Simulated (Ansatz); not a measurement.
Runs of Ansatz 0.2.0 on Sb. The structure is cubic, space group Pm-3m (No. 221). The conventional cell has a = 3.160 Å, b = 3.160 Å, c = 3.160 Å, α = 90.00°, β = 90.00°, γ = 90.00°. Sb (site symmetry m-3m) is surrounded by 6 Sb at 3.16 Å. This isn't the form of Sb at room conditions, which is rhombohedral.

```tsv
task	level	spin	cell	k mesh	cutoff (eV)	points for each segment of the path	gap on the mesh (eV)	pressure (GPa)	relaxed volume (Å³/atom)
band structure	r2SCAN	off	as given	8 × 8 × 8	500	14	none	-3.3	-
band structure	r2SCAN	SOC, no magnetisation	as given	6 × 6 × 6	500	14	none	(b)	-
relaxation of cell and atoms	revPBE	off	relaxed	8 × 8 × 8	420	-	none	0.0	(a)
relaxation of cell and atoms	BLYP	off	relaxed	8 × 8 × 8	420	-	none	0.0	32.66
band structure	BLYP	off	as given	8 × 8 × 8	420	14	none	1.6	-
```

Alike in all rows: potentials or basis Ansatz PAW; smearing fermi-dirac 0.05 eV.

Problem. Fill in the values left out.

Solution. (a) 30.72; (b) -3.2.

Caveats: the PAW data sets come from PBE, with cores solved anew for the run's functional, which leaves a small shift of forces and pressure; spin-orbit coupling is left out, which moves the levels of the heavy elements (some runs); the plane-wave basis is chosen anew once the cell has moved, so the energies of steps on either side of that aren't comparable (some runs).

A k mesh can miss the band edges, and rows without SOC leave out spin-orbit coupling on Sb.

A gap of «none» marks a metal or a gap under the smearing width.

Runs at the PBE level aren't shown here.
